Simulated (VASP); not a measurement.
# Au in VASP: a series of runs

One sheet, Au, is run at these levels: PBE; tasks: work function.

Program: VASP 6.6.1. These are calculated values, not measurements. Logs are shortened: lines on timing, memory, paths and dates and some standing lists are left out, and cuts for length are marked.

**1. Starting point**

The cell holds a sheet with vacuum, 1 atom: a = 2.662 Å, b = 2.662 Å, c = 23.800 Å, α = 90.00°, β = 90.00°, γ = 90.00°.

The cell was built by a generator and needn't be a form met in nature.

**2. Work function, PBE**

INCAR

```
PREC = Accurate
ENCUT = 520
EDIFF = 1E-7
ISMEAR = -1
SIGMA = 0.05
LREAL = F
LASPH = T
NELM = 60
ALGO = Normal
ISIF = 2
LWAVE = F
LCHARG = F
LDIPOL = T
IDIPOL = 3
DIPOL = 0.5 0.5 0.294
GGA = PE
EFIELD = 0
LVHAR = T
LVACPOTAV = T
```

KPOINTS

```
Automatic mesh
0
Gamma
  10 10 1
```

POSCAR

```
Au
1.0
    2.6622700000      0.0000000000      0.0000000000
    0.0000000000      2.6617000000      0.0000000000
    0.0000000000      0.0000000000     23.8000000000
Au
1
Direct
    0.0000000000      0.5000000000      0.2941200000
```

Potentials or basis: VASP PAW PBE potentials, release 64 (Au).

Launch:

```console
$ cat potpaw_PBE.64/Au/POTCAR > POTCAR
$ mpirun -np 1 vasp_std > vasp.out
```

OUTCAR:

```text
PREC = Accurate
   ENCUT = 520
   EDIFF = 1E-7
   ISMEAR = -1
   LREAL = F
   LASPH = T
   NELM = 60
   ISIF = 2
   GGA = PE

 ion  position               nearest neighbor table
   1  0.000  0.500  0.294-

  LATTYP: Found a simple orthorhombic cell.
 ALAT       =     2.6617000000
 B/A-ratio  =     1.0002141489
 C/A-ratio  =     8.9416538303

  Lattice vectors:

 A1 = (   0.0000000000,  -2.6617000000,   0.0000000000)
 A2 = (   2.6622700000,   0.0000000000,   0.0000000000)
 A3 = (   0.0000000000,   0.0000000000,  23.8000000000)

Analysis of symmetry for initial positions (statically):
=====================================================================
 Subroutine PRICEL returns:
 Original cell was already a primitive cell.

 Routine SETGRP: Setting up the symmetry group for a
 simple orthorhombic supercell.

 Subroutine GETGRP returns: Found  8 space group operations
 (whereof  4 operations were pure point group operations)
 out of a pool of  8 trial point group operations.

The static configuration has the point symmetry C_2v.
 The point group associated with its full space group is D_2h.

Analysis of symmetry for dynamics (positions and initial velocities):
=====================================================================
 Subroutine PRICEL returns:
 Original cell was already a primitive cell.

 Routine SETGRP: Setting up the symmetry group for a
 simple orthorhombic supercell.

 Subroutine GETGRP returns: Found  8 space group operations
 (whereof  4 operations were pure point group operations)
 out of a pool of  8 trial point group operations.

The dynamic configuration has the point symmetry C_2v.
 The point group associated with its full space group is D_2h.

 Subroutine INISYM returns: Found  8 space group operations
 (whereof  4 operations are pure point group operations),
 and found     1 'primitive' translations

----------------------------------------------------------------------------------------

                                     Primitive cell

  volume of cell :     168.6507

  direct lattice vectors                    reciprocal lattice vectors
     2.662270000  0.000000000  0.000000000     0.375619302  0.000000000  0.000000000
     0.000000000  2.661700000  0.000000000     0.000000000  0.375699741  0.000000000
     0.000000000  0.000000000 23.800000000     0.000000000  0.000000000  0.042016807

  length of vectors
     2.662270000  2.661700000 23.800000000     0.375619302  0.375699741  0.042016807

  position of ions in fractional coordinates (direct lattice)
     0.000000000  0.500000000  0.294120000

  ion indices of the primitive-cell ions
   primitive index   ion index
                 1           1

----------------------------------------------------------------------------------------

 KPOINTS: Automatic mesh

Automatic generation of k-mesh.
 Grid dimensions read from file:
 generate k-points for:   10   10    1

 Generating k-lattice:

  Cartesian coordinates                     Fractional coordinates (reciprocal lattice)
     0.037561930  0.000000000  0.000000000     0.100000000  0.000000000  0.000000000
     0.000000000  0.037569974  0.000000000     0.000000000  0.100000000  0.000000000
     0.000000000  0.000000000  0.042016807     0.000000000  0.000000000  1.000000000

  Length of vectors
     0.037561930  0.037569974  0.042016807

  Shift w.r.t. Gamma in fractional coordinates (k-lattice)
     0.000000000  0.000000000  0.000000000

 Subroutine IBZKPT returns following result:
 ===========================================

 Found     36 irreducible k-points:

 Following reciprocal coordinates:
            Coordinates               Weight
  0.000000  0.000000  0.000000      1.000000
  0.100000  0.000000  0.000000      2.000000
  0.200000  0.000000  0.000000      2.000000
  0.300000  0.000000  0.000000      2.000000
  0.400000  0.000000  0.000000      2.000000
  0.500000  0.000000  0.000000      1.000000
[... 16 lines left out ...]
  0.400000  0.300000  0.000000      4.000000
  0.500000  0.300000  0.000000      2.000000
 [... further k-points ...]
   k-points           NKPTS =     36   k-points in BZ     NKDIM =     36   number of bands    NBANDS=      9
   number of dos      NEDOS =    301   number of ions     NIONS =      1
   total plane-waves  NPLWV =  72000
   dimension x,y,z NGX =    20 NGY =   20 NGZ =  180
   dimension x,y,z NGXF=    40 NGYF=   40 NGZF=  360
   ions per type =               1
   NGX,Y,Z   is equivalent  to a cutoff of  12.49, 12.49, 12.57 a.u.
   NGXF,Y,Z  is equivalent  to a cutoff of  24.98, 24.98, 25.15 a.u.
 SYSTEM =  unknown system
   PREC   = accura    normal or accurate (medium, high low for compatibility)
   ISTART =      0    job   : 0-new  1-cont  2-samecut
   ICHARG =      2    charge: 1-file 2-atom 10-const
   ISPIN  =      1    spin polarized calculation?
   LNONCOLLINEAR =      F non collinear calculations
   LSORBIT =      F    spin-orbit coupling
   LASPH  =      T    aspherical Exc in radial PAW
   ENCUT  =  520.0 eV  38.22 Ry    6.18 a.u.   4.95  4.95 44.25*2*pi/ulx,y,z
   NELM   =     60;   NELMIN=  2; NELMDL= -5     # of ELM steps
   EDIFF  = 0.1E-06   stopping-criterion for ELM
   LREAL  =      F    real-space projection
   EDIFFG = 0.1E-05   stopping-criterion for IOM
   NSW    =      0    number of steps for IOM
   IBRION =     -1    ionic relax: 0-MD 1-quasi-New 2-CG
   NFREE  =      0    steps in history (QN), initial steepest desc. (CG)
   ISIF   =      2    stress and relaxation
   ISYM   =      2    0-nonsym 1-usesym 2-fastsym
   POTIM  = 0.5000    time-step for ionic-motion
   TEBEG  =    0.0;   TEEND  =   0.0 temperature during run
   PSTRESS=    0.0 pullay stress
   NELECT =      11.0000    total number of electrons
   NUPDOWN=      -1.0000    fix difference up-down
   EMIN   =  10.00;   EMAX   =-10.00  energy-range for DOS
   EFERMI =   0.00;   METHOD = LEGACY
   ISMEAR =    -1;   SIGMA  =   0.05  broadening in eV -4-tet -1-fermi 0-gaus
   EFERMI_NEDOS =   21; number of points for ismear=-14 and -15
   IALGO  =     38    algorithm
   IMIX   =      4    mixing-type and parameters
     AMIX     =   0.40;   BMIX     =  1.00
     AMIX_MAG =   1.60;   BMIX_MAG =  1.00
  volume/ion in A,a.u.               =     168.65      1138.11
  Fermi-wavevector in a.u.,A,eV,Ry     =   0.658986  1.245303  5.908505  0.434263
  Thomas-Fermi vector in A             =   1.730980
   LORBIT       =      0    0 simple, 1 ext, 2 COOP (PROOUT), +10 PAW based schemes
   GGA     = PE    functional components
   LHFCALC =     F    Hartree Fock is set to
   AEXX    =    0.0000 exact exchange contribution
   IVDW    =     0    specifies the selected vdW correction
   LEPSILON=     F    determine dielectric tensor
   LRPA    =     F    only Hartree local field effects (RPA)
 non-spin polarized calculation
  energy-cutoff  :      520.00
  volume of cell :      168.65
 maximum number of plane-waves:      4582
 NGX is ok and might be reduce to    20
   NGX =  9   NGY =  9   NGZ = 89

 number of electron      11.0000002 magnetization

 dipolmoment           0.000000      0.000000     -0.000001 electrons x Angstroem

 Free energy of the ion-electron system (eV)
  ---------------------------------------------------
  ext. energy  EPLUGINS =         0.00000000
  ---------------------------------------------------
  free energy    TOTEN  =        -2.63519113 eV

  energy without entropy =       -2.62987190  energy(sigma->0) =       -2.63253152

 E-fermi :  -4.3176     XC(G=0):  -1.9330

 val. band max:       -4.3636025458   @ k =   0.4000   0.5000   0.0000
 cond. band min:      -4.0238012053   @ k =   0.4000   0.1000   0.0000
 fundamental gap:      0.3398013405
 Fermi energy:        -4.3175918251

 k-point     1 :       0.0000    0.0000    0.0000
  band No.  band energies     occupation
      1     -10.7227      2.00000
      2      -9.7367      2.00000
      3      -6.9250      2.00000
      4      -5.6110      2.00000
      5      -5.6095      2.00000
      6      -4.9883      2.00000
      7      -2.4265      0.00000
      8       1.1817      0.00000
      9       1.6030      0.00000

 k-point     2 :       0.1000    0.0000    0.0000
  band No.  band energies     occupation
      1     -10.4537      2.00000
      2      -9.5332      2.00000
      3      -6.8498      2.00000
      4      -5.9948      2.00000
      5      -5.5876      2.00000
      6      -5.1672      2.00000
      7      -1.9913      0.00000
      8       1.3861      0.00000
      9       1.8492      0.00000

 k-point     3 :       0.2000    0.0000    0.0000
  band No.  band energies     occupation
      1      -9.9910      2.00000
      2      -8.6382      2.00000
      3      -6.7581      2.00000
      4      -6.6373      2.00000
      5      -5.6081      2.00000
      6      -5.5296      2.00000
      7      -1.0063      0.00000
      8       1.9991      0.00000
      9       2.4770      0.00000

 k-point     4 :       0.3000    0.0000    0.0000
  band No.  band energies     occupation
      1      -9.6639      2.00000
      2      -7.4791      2.00000
      3      -6.9760      2.00000
      4      -6.2558      2.00000
      5      -6.1069      2.00000
      6      -5.4569      2.00000
      7       0.2479      0.00000
      8       3.0205      0.00000
      9       3.5253      0.00000
[... 205 lines left out ...]
 k-point    22 :       0.3000    0.3000    0.0000
  band No.  band energies     occupation
      1      -8.2799      2.00000
      2      -7.2882      2.00000
      3      -6.9288      2.00000
      4      -6.7372      2.00000
      5      -6.3441      2.00000
      6      -4.4172      1.75977
      7       2.6427      0.00000
      8       4.8684      0.00000
      9       5.4192      0.00000

 k-point    23 :       0.4000    0.3000    0.0000
  band No.  band energies     occupation
      1      -8.6662      2.00000
      2      -7.6039      2.00000
      3      -6.9517      2.00000
      4      -6.4009      2.00000
      5      -5.7972      2.00000
      6      -2.3807      0.00000
      7       3.7083      0.00000
      8       4.0825      0.00000
      9       6.3174      0.00000

 k-point    24 :       0.5000    0.3000    0.0000
  band No.  band energies     occupation
      1      -8.8122      2.00000
      2      -7.7576      2.00000
      3      -6.9138      2.00000
      4      -6.3586      2.00000
      5      -5.5884      2.00000
      6       0.3552      0.00000
      7       0.6559      0.00000
      8       5.2241      0.00000
      9       6.9330      0.00000

 [... further k-points ...]
[... 5 lines left out ...]
  --------------------------------------------------------------------------------------
  -------------------------------------------------------------------------------------
  Total        0.0180116      0.0263722     -0.0135683      0.0000000      0.0000000      0.0000000
  in kB        0.1711098      0.2505355     -0.1288986      0.0000000      0.0000000      0.0000000
  external PRESSURE =       0.0975822 kB  Pullay stress =       0.0000000 kB

 VOLUME and BASIS-vectors are now :
 -----------------------------------------------------------------------------
  energy-cutoff  :      520.00
  volume of cell :      168.65
      direct lattice vectors                 reciprocal lattice vectors
     2.662270000  0.000000000  0.000000000     0.375619302  0.000000000  0.000000000
     0.000000000  2.661700000  0.000000000     0.000000000  0.375699741  0.000000000
     0.000000000  0.000000000 23.800000000     0.000000000  0.000000000  0.042016807

 POSITION                                       TOTAL-FORCE (eV/Angst)
 -----------------------------------------------------------------------------------
      0.00000      1.33085      7.00006         0.000000      0.000000      0.000000
 -----------------------------------------------------------------------------------
    total drift:                               -0.000000     -0.000000     -0.000000

  FREE ENERGIE OF THE ION-ELECTRON SYSTEM (eV)
  ---------------------------------------------------
  free  energy   TOTEN  =        -2.6351911334 eV

  energy  without entropy=       -2.6298719025  energy(sigma->0) =       -2.63253152

 vacuum level on the upper side and lower side of the slab         1.437         1.437
```

Wall time 75 s (1 thread of AMD EPYC 7R43 (Zen 3), shared host); peak memory 0.24 GiB.

Results:

| Property | Result |
| --- | --- |
| Free energy | -2.6352 eV |
| Band gap on the k mesh | none (metal or under the smearing width) |
| Work function of the upper face | 5.75 eV |
| Work function of the lower face | 5.75 eV |

**3. Work function, PBE**

INCAR, as its differences from that of step 2:

```diff
@@ -16,3 +16,3 @@
 GGA = PE
-EFIELD = 0
+EFIELD = 0.1
 LVHAR = T
```

KPOINTS is that of step 2.

POSCAR is that of step 2.

Potentials or basis: VASP PAW PBE potentials, release 64 (Au).

Launch:

```console
$ cat potpaw_PBE.64/Au/POTCAR > POTCAR
$ mpirun -np 1 vasp_std > vasp.out
```

OUTCAR:

```text
PREC = Accurate
   ENCUT = 520
   EDIFF = 1E-7
   ISMEAR = -1
   LREAL = F
   LASPH = T
   NELM = 60
   ISIF = 2
   GGA = PE

 ion  position               nearest neighbor table
   1  0.000  0.500  0.294-

  LATTYP: Found a simple orthorhombic cell.
 ALAT       =     2.6617000000
 B/A-ratio  =     1.0002141489
 C/A-ratio  =     8.9416538303

  Lattice vectors:

 A1 = (   0.0000000000,  -2.6617000000,   0.0000000000)
 A2 = (   2.6622700000,   0.0000000000,   0.0000000000)
 A3 = (   0.0000000000,   0.0000000000,  23.8000000000)
[... 467 lines left out ...]
      3      -6.9194      2.00000
      4      -6.3642      2.00000
      5      -5.5940      2.00000
      6       0.3496      0.00000
      7       0.6503      0.00000
      8       5.2168      0.00000
      9       6.9140      0.00000

 [... further k-points ...]
[... 5 lines left out ...]
  --------------------------------------------------------------------------------------
  -------------------------------------------------------------------------------------
  Total        0.0184743      0.0268353     -0.0146250      0.0000000      0.0000000      0.0000000
  in kB        0.1755054      0.2549347     -0.1389375      0.0000000      0.0000000      0.0000000
  external PRESSURE =       0.0971675 kB  Pullay stress =       0.0000000 kB

 VOLUME and BASIS-vectors are now :
 -----------------------------------------------------------------------------
  energy-cutoff  :      520.00
  volume of cell :      168.65
      direct lattice vectors                 reciprocal lattice vectors
     2.662270000  0.000000000  0.000000000     0.375619302  0.000000000  0.000000000
     0.000000000  2.661700000  0.000000000     0.000000000  0.375699741  0.000000000
     0.000000000  0.000000000 23.800000000     0.000000000  0.000000000  0.042016807

 POSITION                                       TOTAL-FORCE (eV/Angst)
 -----------------------------------------------------------------------------------
      0.00000      1.33085      7.00006         0.000000      0.000000     -0.000120
 -----------------------------------------------------------------------------------
    total drift:                               -0.000000     -0.000000     -0.000120

  FREE ENERGIE OF THE ION-ELECTRON SYSTEM (eV)
  ---------------------------------------------------
  free  energy   TOTEN  =        -2.6357416815 eV

  energy  without entropy=       -2.6304224009  energy(sigma->0) =       -2.63308204

 vacuum level on the upper side and lower side of the slab         0.791         2.077
```

stdout:

```text
POSCAR found type information on POSCAR Au
 POSCAR found :  1 types and       1 ions
 scaLAPACK will be used
 LDA part: xc-table for (Slater+PW92), standard interpolation
 POSCAR, INCAR and KPOINTS ok, starting setup
 FFT: planning ... GRIDC
 FFT: planning ... GRID_SOFT
 FFT: planning ... GRID
 WAVECAR not read
 entering main loop
 -----------------------------------------------------------------------------
|                                                                             |
|           W    W    AA    RRRRR   N    N  II  N    N   GGGG   !!!           |
|           W    W   A  A   R    R  NN   N  II  NN   N  G    G  !!!           |
|           W    W  A    A  R    R  N N  N  II  N N  N  G       !!!           |
|           W WW W  AAAAAA  RRRRR   N  N N  II  N  N N  G  GGG   !            |
|           WW  WW  A    A  R   R   N   NN  II  N   NN  G    G                |
|           W    W  A    A  R    R  N    N  II  N    N   GGGG   !!!           |
|                                                                             |
|     Did not find any points to average over, which means that no vacuum     |
|     field-free region was found. Please increase the size of  your cell     |
|     in the dimension of the dipole correction to obtain accurate            |
|     workfunction values.                                                    |
|                                                                             |
 -----------------------------------------------------------------------------
```

Run time: 70 s. Hardware: 1 thread of AMD EPYC 7R43 (Zen 3), shared host; peak memory 0.24 GiB.

What came out:

| Property | Result |
| --- | --- |
| Free energy | -2.6357 eV |
| Band gap on the k mesh | none (metal or under the smearing width) |
| Work function of the upper face | 5.11 eV |
| Work function of the lower face | 6.40 eV |

**4. The reference run**

An earlier run on the cell as given: functional PBE; potentials or basis VASP PAW PBE potentials, release 64 (Au); cutoff 520 eV; k mesh 10 × 10 × 1; occupations fermi-dirac, width 0.05 eV; no spin polarisation.

- Band gap on the k mesh: none (metal or under the smearing width)
